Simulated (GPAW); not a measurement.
MnS:

```
Mn S
1.0
     0.00000    2.60450    2.60450
     2.60450    0.00000    2.60450
     2.60450    2.60450    0.00000
Mn S
1 1
Direct
  0.00000 0.00000 0.00000
  0.50000 0.50000 0.50000
```

* Program: GPAW 26.7.0
* Task: relaxation of cell and atoms
* Functional: LDA
* Potentials or basis: the program's PAW data sets (release 1.2.1) made for this functional
* Cutoff: 600 eV
* Basis: pw
* k mesh: 9 × 9 × 9
* Occupations: fermi-dirac, width 0.05 eV
* Spin: collinear spin, ferromagnetic start
* Starting moments: [4.0, 0.0] μB

At the start: pressure -11.7 GPa; volume 17.67 Å³/atom.

**Question.** How do energy, volume and symmetry change on relaxing?

**Answer.** Over 6 steps the energy falls by 175.2 meV/atom and the volume is 13.90 Å³/atom (-21.3 %); space group Fm-3m (No. 225, to 0.05 Å); moment 3.60 μB per cell.

The path:
```tsv
step	energy change (eV)	largest force (eV/Å)	pressure (GPa)	volume (Å³)
1	0.0000	0.0000	-11.67	35.33
2	-0.0675	0.0000	-11.04	34.37
3	-0.2919	0.0000	5.69	25.46
4	-0.3503	0.0000	0.45	27.67
5	-0.3504	0.0000	-0.27	27.88
6	-0.3505	0.0000	-0.01	27.80
```

Final structure:
```yaml
crystal:
  lattice:
    - [0.00000, 2.40445, 2.40445]
    - [2.40445, 0.00000, 2.40445]
    - [2.40445, 2.40445, 0.00000]
  atoms:
    - { symbol: Mn, position: [0.00000, 0.00000, 0.00000] }
    - { symbol: S, position: [0.50000, 0.50000, 0.50000] }
```

Caveat: each step starts from the last one's moments, so a moment once lost doesn't come back; later steps reuse the first step's grids; the volume moved by over 15 % at a fixed basis, so the end points are rough; the volume moved by -21 % from the deposited cell, more than functionals usually miss; a cell with one magnetic atom can't hold antiferromagnetic order, which such compounds often take.
